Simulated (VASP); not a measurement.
PbS in VASP 6.6.1, single-point calculation

INCAR

```
EDIFF = 1E-7
ISIF = 2
IBRION = -1
LWAVE = .FALSE.
NELM = 120
LCHARG = .FALSE.
NSW = 0
ENCUT = 520
SIGMA = 0.02
ADDGRID = .TRUE.
LREAL = .FALSE.
ISMEAR = -1
GGA = PE
PREC = Accurate
LASPH = .TRUE.
NBANDS = 17
```

KPOINTS

```
KPOINTS created by Atomic Simulation Environment
0
Gamma
8 8 8
0 0 0
```

POSCAR

```
Pb S
 1.0000000000000000
     2.1005109573003633    1.2127305665719976    3.2350120170895811
    -2.1005109573003633    1.2127305665719976    3.2350120170895811
     0.0000000000000000   -2.4254611333273726    3.2350120170208374
 Pb  S
   1   1
Cartesian
  0.0000000000000002 -0.0000000001793406  9.4913841992705876
 -0.0000000000000001 -0.0000000000875838  4.6352791845540775
```

The recommended PBE PAW datasets give the neutral cell 20 valence electrons.

Command

```
mpirun -np 1 vasp_std
```

Q: How does this run end, and what does it give?

A: It converged. Results: gap between bands v and c on the k mesh -0.24 eV (bands overlap: a metal); least direct gap on the k mesh 0.11 eV; pressure 5.7 GPa. Band v is the last that the valence electrons fill when counted band by band, and c is the next.

OSZICAR

```
N       E                     dE             d eps       ncg     rms          rms(c)
DAV:   1     0.156566386108E+03    0.15657E+03   -0.94976E+03  2210   0.130E+03
DAV:   2     0.310470032885E+01   -0.15346E+03   -0.14777E+03  2323   0.318E+02
DAV:   3    -0.882351739156E+01   -0.11928E+02   -0.11840E+02  2888   0.926E+01
DAV:   4    -0.911160710928E+01   -0.28809E+00   -0.28780E+00  2775   0.155E+01
DAV:   5    -0.912185925056E+01   -0.10252E-01   -0.10251E-01  3322   0.290E+00    0.510E+00
DAV:   6    -0.867496948179E+01    0.44689E+00   -0.12233E+00  3465   0.801E+00    0.360E+00
DAV:   7    -0.867379644950E+01    0.11730E-02   -0.14162E-01  2698   0.194E+00    0.195E+00
DAV:   8    -0.867681247913E+01   -0.30160E-02   -0.14113E-02  2744   0.133E+00    0.122E-01
DAV:   9    -0.867659123015E+01    0.22125E-03   -0.22802E-03  3514   0.443E-01    0.934E-02
DAV:  10    -0.867672005077E+01   -0.12882E-03   -0.29009E-04  2488   0.124E-01    0.461E-02
DAV:  11    -0.867672945475E+01   -0.94040E-05   -0.72473E-05  3250   0.945E-02    0.253E-02
DAV:  12    -0.867673021096E+01   -0.75621E-06   -0.44384E-06  2744   0.170E-02    0.274E-03
DAV:  13    -0.867673035601E+01   -0.14505E-06   -0.11955E-07  2593   0.359E-03    0.556E-04
DAV:  14    -0.867673040369E+01   -0.47680E-07   -0.43616E-08  1928   0.170E-03
   1 F= -.86767304E+01 E0= -.86766532E+01  d E =-.154460E-03
```

For comparison, a separate PBE run of the intended cell, on usual settings and not on those above, gives a gap of -0.24 eV on its mesh and a pressure of 5.7 GPa.
